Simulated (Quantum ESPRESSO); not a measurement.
Si2W under changes of volume

One of the cells (13.479 Å³/atom); the others are scaled copies at fixed shape and fractional positions:

```
W Si
1.0
    -1.60690    1.60690    3.91495
     1.60690   -1.60690    3.91495
     1.60690    1.60690   -3.91495
W Si
1 2
Direct
  0.00000 0.00000 0.00000
  0.66530 0.66530 0.00000
  0.33470 0.33470 0.00000
```

* Program: Quantum ESPRESSO 7.5
* Functional: PBEsol
* Potentials or basis: GBRV 1.5 PBEsol
* Cutoff: 762 eV
* Density cutoff: 6095 eV
* k mesh: 12 × 12 × 12
* Occupations: fermi-dirac, width 0.05 eV
* Spin: no spin polarisation

```csv
volume (Å³/atom),energy over the lowest point (meV/atom),pressure (GPa),largest force (eV/Å)
12.670,28.83,14.2,0.203
12.939,10.03,8.2,0.141
13.209,0.75,2.9,0.082
13.479,0.00,-1.9,0.027
13.748,?,?,?
14.018,20.70,-10.1,0.073
14.287,40.64,-13.6,0.120
```

Problem. What does the run at 13.748 Å³/atom give?

Solution. Energy over the lowest point 6.91 meV/atom; pressure -6.2 GPa; largest force 0.025 eV/Å.

Worked out: A Birch-Murnaghan fit of order 3 (a polynomial in V^(-2/3)) to the other rows has its minimum at 13.37 Å³/atom with B0 = V·E''(V) = 236 GPa and B' = 4.4 at fixed shape and positions, which overstates the stiffness. It gives 6.90 meV/atom at 13.748 Å³/atom, against the run's 6.91, and -dE/dV = -6.2 GPa, against -6.2.

Energies are extrapolated to zero smearing.
